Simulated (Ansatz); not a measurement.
Runs of Ansatz 0.2.0 on SnO2. The structure is trigonal, space group R-3m (No. 166). The conventional cell has a = 3.234 Å, b = 3.234 Å, c = 14.402 Å, α = 90.00°, β = 90.00°, γ = 120.00°. Around Sn (site symmetry -3m) lie 6 O at 2.13 Å. Around O (site symmetry 3m) lie 3 Sn at 2.13 Å. Measurements of this composition are mostly on another form, of space group No. 136.

| task | level | cell | points for each segment of the path | gap on the mesh (eV) | pressure (GPa) | relaxed volume (Å³/atom) | largest force (eV/Å) |
| --- | --- | --- | --- | --- | --- | --- | --- |
| relaxation of cell and atoms | PBE0 | relaxed | - | 4.61 | 0.0 | 13.89 | - |
| band structure | HSE06 | as given | 4 | 3.45 | (b) | - | 0.89 |
| relaxation of cell and atoms | HSE06 | relaxed | - | (a) | 0.0 | 13.92 | - |
| band structure | PBE0 | as given | 4 | 4.17 | -8.8 | - | 0.89 |

Alike in all rows: potentials or basis Ansatz PAW; no spin polarisation; k mesh 6 × 6 × 6; cutoff (eV) 420; smearing fermi-dirac 0.05 eV.

Fill in the values left out.

(a) 3.89; (b) -8.7.

Caveats: spin-orbit coupling is left out, which moves the levels of the heavy elements; the PAW data sets come from PBE, with cores solved anew for the run's functional, which leaves a small shift of forces and pressure; the plane-wave basis is chosen anew once the cell has moved, so the energies of steps on either side of that aren't comparable (some runs); the thresholds are loose for stress (some runs).

A k mesh can miss the band edges, and the runs leave out spin-orbit coupling on Sn.
